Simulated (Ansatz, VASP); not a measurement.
**One calculation of Zr, two programs**

```
Zr
1.0
    -1.76733    1.76733    1.76733
     1.76733   -1.76733    1.76733
     1.76733    1.76733   -1.76733
Zr
1
Cartesian
  0.0000 0.0000 0.0000
```

Alike in both runs: functional PBEsol; k mesh 8 × 8 × 8; occupations gaussian, width 0.1 eV; no spin polarisation.

Ansatz relaxed the structure, and its values are those at the end. VASP's run is a single point on that final structure, the one shown.

|  | VASP | Ansatz |
| --- | --- | --- |
| version | VASP 6.6.1 | Ansatz 0.2.0 |
| potentials or method | VASP PAW PBE potentials, release 64 (Zr_sv) | scalar-relativistic, plane waves, PAW |
| plane-wave cutoff (eV) | 520 | 420 |
| valence electrons in the cell | 12 | 12 |

VASP gave:

| Quantity | Value |
| --- | --- |
| gap on the k mesh at the Fermi level (eV) | none |
| pressure (GPa) | -0.3 |

Which values does Ansatz return?

gap on the k mesh at the Fermi level (eV): none; pressure (GPa): -0.4.

A gap of «none» marks a metal or a gap that the smearing closes.

Caveats: the PAW data sets were made with another functional, which shifts forces and pressure a little (VASP).
